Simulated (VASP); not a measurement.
A run of VASP 6.6.1 is set up as follows.

Contents of POSCAR:

```
ZrC
1.0
    0.0000000000      2.3650000000      2.3650000000
    2.3650000000      0.0000000000      2.3650000000
    2.3650000000      2.3650000000      0.0000000000
Zr C
1 1
Direct
    0.5000000000      0.5000000000      0.5000000000
    0.0000000000      0.0000000000      0.0000000000
```

File INCAR.step1:

```
  PREC = Accurate
  ENCUT = 600
  EDIFF = 1E-8
  ISMEAR = 0
  SIGMA = 0.02
  LREAL = False
  LASPH = True
  NELM = 100
  ALGO = Fast
  ISIF = 3
  LWAVE = False
  LCHARG = False
  GGA = PS
  IBRION = 2
  NSW = 40
  EDIFFG = -0.002
```

File INCAR.step2:

```
  PREC = Accurate
  ENCUT = 600
  EDIFF = 1E-8
  ISMEAR = 0
  SIGMA = 0.02
  LREAL = False
  LASPH = True
  NELM = 100
  ALGO = Fast
  ISIF = 2
  LWAVE = False
  LCHARG = False
  GGA = PS
  IBRION = 6
  NFREE = 2
  POTIM = 0.015
  NSW = 1
```

KPOINTS

```
regular mesh
0
Gamma
  7 7 7
```

Potentials or basis: VASP PAW PBE potentials, release 64 (Zr_sv, C).

The run is started by

```bash
$ cat potpaw_PBE.64/Zr_sv/POTCAR potpaw_PBE.64/C/POTCAR > POTCAR
$ cp INCAR.step1 INCAR
$ mpirun -np 1 vasp_std > vasp.out
$ cp CONTCAR POSCAR
$ cp INCAR.step2 INCAR
$ mpirun -np 1 vasp_std > vasp.out
```

Q: Estimate the highest phonon frequency at Γ, LO-TO splitting left out.

A: 412 cm⁻¹.

Q: What does it give for the space group after relaxing (to 0.05 Å)?

A: Fm-3m (No. 225).

Q: Predict the relaxed volume.

A: 12.74 Å³/atom.

Q: What does it give for the relaxed cell?

A: a = 3.303 Å, b = 3.303 Å, c = 3.303 Å, α = 60.00°, β = 60.00°, γ = 60.00°.

Step by step:
| step | energy change (eV) | largest force (eV/Å) | pressure (GPa) | volume (Å³) |
| --- | --- | --- | --- | --- |
| 1 | 0.0000 | 0.0000 | -8.31 | 26.46 |
| 2 | 0.0517 | 0.0000 | 16.95 | 23.92 |
| 3 | -0.0263 | 0.0000 | -0.16 | 25.49 |
| 4 | -0.0264 | 0.0000 | 0.02 | 25.47 |

Caveat: the PAW data sets were made with another functional, which shifts forces and pressure a little.
